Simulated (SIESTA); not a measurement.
# W under changes of volume

One of the cells (17.065 Å³/atom); the others are scaled copies at fixed shape and fractional positions:

```
W
1.0
     0.00000    2.04344    2.04344
     2.04344    0.00000    2.04344
     2.04344    2.04344    0.00000
W
1
Direct
  0.00000 0.00000 0.00000
```

This isn't the form of W at room conditions, which is bcc.

* Program: SIESTA 5.4.2
* Functional: PBE
* Potentials or basis: PseudoDojo 0.4 standard (PBE files)
* Basis: DZP (energy shift 0.002 Ry)
* Grid cutoff: 800 Ry
* Energy shift: 0.002 Ry
* k mesh: 11 × 11 × 11
* Occupations: fermi-dirac, width 0.05 eV
* Spin: no spin polarisation

| volume (Å³/atom) | energy over the lowest point (meV/atom) | pressure (GPa) |
| --- | --- | --- |
| 15.727 | 47.12 | 19.1 |
| 16.062 | 15.85 | 11.1 |
| 16.396 | 0.00 | 4.3 |
| 17.065 | ? | ? |
| 17.400 | 30.23 | -12.6 |
| 17.735 | 61.50 | -17.0 |

Problem. What does the run at 17.065 Å³/atom give?

Solution. Energy over the lowest point 8.45 meV/atom; pressure -7.8 GPa.

Worked out: A Birch-Murnaghan fit of order 3 (a polynomial in V^(-2/3)) to the other rows has its minimum at 16.61 Å³/atom with B0 = V·E''(V) = 306 GPa and B' = 4.8. It gives 8.69 meV/atom at 17.065 Å³/atom, against the run's 8.45, and -dE/dV = -7.8 GPa, against -7.8.

Energies are extrapolated to zero smearing.

Caveats: semicore shells carry a single zeta, which can move pressures by several GPa and volumes by a few percent; the basis of atomic orbitals isn't converged, which shifts pressures, moduli and gaps.
